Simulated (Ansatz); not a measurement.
# CaO (P6_3/mmc), one atom moved over a plane

The calculation used DFT PBEsol, scalar-relativistic, plane waves, PAW in Ansatz 0.2.0. Settings: plane waves to 420 eV, k-mesh 9×9×6 (Γ-centred), Gaussian smearing 0.05 eV. No spin polarisation. Energies are free energies at this smearing, counted from the undisturbed cell; pressure is positive in compression.

The starting cell (as given, not relaxed at this level; it stands at -2.4 GPa; this form isn't the usual structure):

```xyz
4
Lattice="3.9920 0.0000 0.0000 -1.9960 3.4572 0.0000 0.0000 0.0000 4.7848" Properties=species:S:1:pos:R:3 pbc="T T T"
Ca    0.0000    2.3048    3.5886
Ca    1.9960    1.1524    1.1962
O     0.0000    2.3048    1.1962
O     1.9960    1.1524    3.5886
```

Atom 3 (O) is moved by p along (0.707, 0.707, 0.000) and q along (0.000, 0.000, 1.000) (Å), all else fixed. Points are written (p, q).

Energy above the undisturbed cell in eV/cell (a dash: not computed):

```
 p \ q  -0.450  -0.225  0.000  0.225  0.450
-0.450    1.32    0.97      ?   0.97   1.32
-0.225    0.83       –   0.18      –   0.83
 0.000    0.72       –   0.00      –   0.72
 0.450    1.04       –      ?      –   1.04
```

(1) Fill in the withheld energies.

## Answers

(1) (-0.450, 0.000): 0.90; (0.450, 0.000): 0.54.